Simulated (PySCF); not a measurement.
# W (Im-3m) in PySCF: convergence with k mesh

Aim: find how far k mesh must go before the results for W settle, at r2SCAN. This setting moves, with any that are tied to it; all else stays.

Everything below comes from runs of PySCF 2.14.0. Logs are shortened: lines on timing, memory, paths and dates and some standing lists are left out, and cuts for length are marked.

## Step 1: The structure

The structure is cubic, space group Im-3m (No. 229). Conventional cell: a = 3.165 Å, b = 3.165 Å, c = 3.165 Å, α = 90.00°, β = 90.00°, γ = 90.00°. W (site symmetry m-3m) is surrounded by 8 W at 2.74 Å.

## Step 2: With k mesh 2 × 2 × 2

File run.py:

```python
import json
import numpy as np
from pyscf.pbc import gto, scf, dft, df

cell = gto.Cell()
cell.basis = 'DZVP-MOLOPT-SR-GTH-q14'
cell.pseudo = 'GTH-PBE-q14'
cell.fromfile('POSCAR', format='poscar')
cell.ke_cutoff = 93  # hartree
cell.exp_to_discard = 0.02
cell.precision = 1e-08
cell.space_group_symmetry = True
cell.symmorphic = False
cell.max_memory = 2940  # MB
cell.verbose = 4
cell.build()

res = {}
kpts = cell.make_kpts([2, 2, 2], space_group_symmetry=True, time_reversal_symmetry=True)
cell.space_group_symmetry = False  # the mesh holds the operations; no search on the supercells of the integral code
mf = dft.KRKS(cell, kpts, xc='r2scan')
mf = mf.multigrid_numint()
mf = mf.smearing(sigma=0.00183747, method='fermi')  # hartree
mf.conv_tol = 1e-07
mf.max_cycle = 60

mf.kernel()
res.update(converged=bool(mf.converged), e_tot=mf.e_tot, nelec=cell.nelectron, nao=cell.nao, mesh=list(map(int, cell.mesh)), a=cell.lattice_vectors().tolist(), coords=cell.atom_coords().tolist(),
           mo_energy=[np.real(x).tolist() for x in mf.mo_energy], mo_occ=[np.real(x).tolist() for x in mf.mo_occ])
res.update(e_free=mf.e_free, e_zero=mf.e_zero)
res.update(kpts=kpts.kpts_scaled_ibz.tolist(), weights=kpts.weights_ibz.tolist())
res['parts'] = {k: float(np.real(v)) for k, v in mf.scf_summary.items() if np.isscalar(v)}
json.dump(res, open('results.json', 'w'))
if not mf.converged:
    raise SystemExit('SCF not converged')

print('levels (eV)')
for i, kp in enumerate(res['kpts'][:40]):
    print('k %7.4f %7.4f %7.4f  ' % tuple(kp), ' '.join('%.3f' % (x * 27.211386) for x in res['mo_energy'][i][:12]))

mf = mf.to_khf()  # unfold to the whole mesh
kpts = mf.kpts
# Mulliken populations
dm, s = np.asarray(mf.make_rdm1()), np.asarray(mf.get_ovlp())
sites = cell.aoslice_by_atom()[:, 2:]
tot = np.einsum('kij,kji->i', dm, s).real / len(kpts)
res['mulliken'] = [cell.atom_charge(i) - tot[a0:a1].sum() for i, (a0, a1) in enumerate(sites)]
print('Mulliken charges', np.round(res['mulliken'], 5))
res['meta_lowdin'] = mf.mulliken_meta()[1].tolist()
res['done'] = True
json.dump(res, open('results.json', 'w'))
```

File POSCAR:

```
W
1.0
   -1.5823450000      1.5823450000      1.5823450000
    1.5823450000     -1.5823450000      1.5823450000
    1.5823450000      1.5823450000     -1.5823450000
W
1
Direct
    0.0000000000      0.0000000000      0.0000000000
```

Potentials or basis: DZVP-MOLOPT-SR/GTH-PBE (potentials made for PBE).

The run is started by

```bash
> OMP_NUM_THREADS=2 python -u run.py > log
```

What it wrote:

```text
Discarded 0 diffused primitive functions, 0 contracted functions
time reversal: False
k-points in IBZ                         weights
  0:  0.000000,  0.000000,  0.000000    1/8
  1:  0.500000,  0.500000, -0.000000    6/8
  2:  0.500000,  0.500000,  0.500000    1/8

******** <class 'pyscf.pbc.scf.smearing.SmearingKsymAdaptedKRKS'> ********
method = SmearingKsymAdaptedKRKS
initial guess = minao
damping factor = 0
level_shift factor = 0
DIIS = <class 'pyscf.scf.diis.CDIIS'>
diis_start_cycle = 1
diis_space = 8
diis_damp = 0
SCF conv_tol = 1e-07
SCF conv_tol_grad = None
SCF max_cycles = 60
direct_scf = True
direct_scf_tol = 1e-13

******** PBC SCF flags ********
N kpts (BZ) = 8
N kpts (IBZ) = 3
Exchange divergence treatment (exxdiv) = ewald
    madelung (= occupied orbital energy shift) = 0.3042635150200739
    Total energy shift due to Ewald probe charge = -1/2 * Nelec*madelung = -2.12984460514
DF object = <pyscf.pbc.df.fft.FFTDF object>
XC functionals = r2scan
small_rho_cutoff = 0
Uniform grid, mesh = [25 25 25]
Set gradient conv threshold to 0.000316228
nelec by numeric integration = 13.999999999999972
init E= -67.8940100681153
    sigma = 0.00183747  Optimized mu = 0.947083108345  entropy = 9.55700612956e-10
nelec by numeric integration = 13.999999999999954
    Total E(T) = -68.192193346649  Free energy = -68.1921933466508  E0 = -68.1921933466499
cycle= 1 E= -68.192193346649  delta_E= -0.298  |g|= 0.618  |ddm|= 6.26
    sigma = 0.00183747  Optimized mu = 0.861360382667  entropy = 0.000806594344232
nelec by numeric integration = 13.999999999999872
    Total E(T) = -68.2268149230924  Free energy = -68.2268164051853  E0 = -68.2268156641388
cycle= 2 E= -68.2268149230924  delta_E= -0.0346  |g|= 0.235  |ddm|= 4.17
    sigma = 0.00183747  Optimized mu = 0.880920922283  entropy = 2.52817732667e-07
nelec by numeric integration = 13.999999999999893
    Total E(T) = -68.2339997929638  Free energy = -68.2339997934283  E0 = -68.233999793196
cycle= 3 E= -68.2339997929638  delta_E= -0.00718  |g|= 0.00444  |ddm|= 1.25
    sigma = 0.00183747  Optimized mu = 0.880522967171  entropy = 2.72645929464e-07
nelec by numeric integration = 13.999999999999892
    Total E(T) = -68.2340022867988  Free energy = -68.2340022872998  E0 = -68.2340022870493
cycle= 4 E= -68.2340022867988  delta_E= -2.49e-06  |g|= 6.04e-05  |ddm|= 0.0212
    sigma = 0.00183747  Optimized mu = 0.880531364382  entropy = 2.71924068253e-07
nelec by numeric integration = 13.999999999999895
    Total E(T) = -68.2340022872838  Free energy = -68.2340022877834  E0 = -68.2340022875336
cycle= 5 E= -68.2340022872838  delta_E= -4.85e-10  |g|= 3.87e-07  |ddm|= 0.000379
    sigma = 0.00183747  Optimized mu = 0.880531331801  entropy = 2.71927510333e-07
nelec by numeric integration = 13.999999999999893
    Total E(T) = -68.2340022872838  Free energy = -68.2340022877835  E0 = -68.2340022875336
Extra cycle  E= -68.2340022872838  delta_E= -1.42e-14  |g|= 1.56e-07  |ddm|= 2.49e-06
converged SCF energy = -68.2340022872838
levels (eV)
k  0.0000  0.0000  0.0000   -54.221 -17.244 -17.244 -17.244 12.372 21.092 21.092 21.092 25.188 25.188 39.129 39.129
k  0.5000  0.5000 -0.0000   -54.073 -18.582 -17.682 -17.249 15.913 18.652 22.999 24.922 26.011 28.707 34.117 36.007
k  0.5000  0.5000  0.5000   -53.965 -18.187 -18.187 -18.187 16.552 16.552 27.732 27.732 27.732 31.315 31.315 31.315
Mulliken charges [-0.]
 ** Mulliken pop on meta-lowdin orthogonal AOs **
 ** Mulliken pop  **
pop of  0 W 5s            1.99654
pop of  0 W 6s            0.51317
pop of  0 W 7s            0.00068
pop of  0 W 5px           1.99977
pop of  0 W 5py           1.99977
pop of  0 W 5pz           1.99977
pop of  0 W 6px           0.49814
pop of  0 W 6py           0.49814
pop of  0 W 6pz           0.49814
pop of  0 W 5dxy          1.02918
pop of  0 W 5dyz          1.02918
pop of  0 W 5dz^2         0.45065
pop of  0 W 5dxz          1.02918
pop of  0 W 5dx2-y2       0.45065
pop of  0 W 6dxy          0.00017
pop of  0 W 6dyz          0.00017
pop of  0 W 6dz^2         0.00012
pop of  0 W 6dxz          0.00017
pop of  0 W 6dx2-y2       0.00012
pop of  0 W 5f-3          0.00113
pop of  0 W 5f-2          0.00015
pop of  0 W 5f-1          0.00091
pop of  0 W 5f+0          0.00147
pop of  0 W 5f+1          0.00091
pop of  0 W 5f+2          0.00056
pop of  0 W 5f+3          0.00113
 ** Mulliken atomic charges  **
charge of    0W =     -0.00000
```

Wall time 91 s (2 threads of Intel Xeon at 2.50GHz (Skylake/Cascade Lake), shared host); peak memory 0.57 GiB.

Results:

| Item | Value |
| --- | --- |
| Free energy | -1856.7418 eV |
| Band gap on the k mesh | none (metal or under the smearing width) |

## Step 3: With k mesh 3 × 3 × 3

run.py: that of step 2 with these lines changed.

```diff
@@ -18,3 +18,3 @@
 res = {}
-kpts = cell.make_kpts([2, 2, 2], space_group_symmetry=True, time_reversal_symmetry=True)
+kpts = cell.make_kpts([3, 3, 3], space_group_symmetry=True, time_reversal_symmetry=True)
 cell.space_group_symmetry = False  # the mesh holds the operations; no search on the supercells of the integral code
```

POSCAR is that of step 2.

Potentials or basis: DZVP-MOLOPT-SR/GTH-PBE (potentials made for PBE).

The run is started by

```bash
> OMP_NUM_THREADS=2 python -u run.py > log
```

It took 2 min on 2 threads of Intel Xeon at 2.50GHz (Skylake/Cascade Lake), shared host; peak memory 0.82 GiB.

Results (log left out):

```yaml
Free_energy: -1856.8078 eV
Band_gap_on_the_k_mesh: none (metal or under the smearing width)
```

## Step 4: With k mesh 4 × 4 × 4

run.py: that of step 3 with these lines changed.

```diff
@@ -18,3 +18,3 @@
 res = {}
-kpts = cell.make_kpts([3, 3, 3], space_group_symmetry=True, time_reversal_symmetry=True)
+kpts = cell.make_kpts([4, 4, 4], space_group_symmetry=True, time_reversal_symmetry=True)
 cell.space_group_symmetry = False  # the mesh holds the operations; no search on the supercells of the integral code
```

POSCAR is that of step 3.

The run is started by

```bash
> OMP_NUM_THREADS=2 python -u run.py > log
```

Run time: 3 min. Hardware: 2 threads of Intel Xeon at 2.50GHz (Skylake/Cascade Lake), shared host; peak memory 1.7 GiB.

The run converged. Its results:

```yaml
Free_energy: -1857.0604 eV
Band_gap_on_the_k_mesh: none (metal or under the smearing width)
```

## Step 5: With k mesh 5 × 5 × 5

run.py: that of step 4 with these lines changed.

```diff
@@ -18,3 +18,3 @@
 res = {}
-kpts = cell.make_kpts([4, 4, 4], space_group_symmetry=True, time_reversal_symmetry=True)
+kpts = cell.make_kpts([5, 5, 5], space_group_symmetry=True, time_reversal_symmetry=True)
 cell.space_group_symmetry = False  # the mesh holds the operations; no search on the supercells of the integral code
```

POSCAR is that of step 4.

The run is started by

```bash
> OMP_NUM_THREADS=2 python -u run.py > log
```

Run time: 5.8 min. Hardware: 2 threads of Intel Xeon at 2.50GHz (Skylake/Cascade Lake), shared host; peak memory 2.8 GiB.

It converged, with:

| Property | Result |
| --- | --- |
| Free energy | -1857.2935 eV |
| Band gap on the k mesh | none (metal or under the smearing width) |

## Step 6: Summary

| k mesh | energy less the tightest run, at zero smearing (meV/atom) | SCF cycles | CPU time (s) | peak memory (GiB) |
| --- | --- | --- | --- | --- |
| 2 × 2 × 2 | 550.37 | 5 | 170 | 0.57 |
| 3 × 3 × 3 | 499.42 | 5 | 230 | 0.82 |
| 4 × 4 × 4 | 231.83 | 5 | 340 | 1.7 |
| 5 × 5 × 5 | 0.00 | 5 | 630 | 2.8 |

Not settled before the last step: the energy (to 1 meV/atom). Meshes of other sizes hit other points, so gaps and Fermi surfaces needn't settle smoothly. The tightest run that finished is the yardstick and may itself not be fully converged.

Caveats: all runs use coarse meshes; meta-GGAs need a finer uniform grid than this; the basis of atomic orbitals isn't converged, which shifts pressures, moduli and gaps.
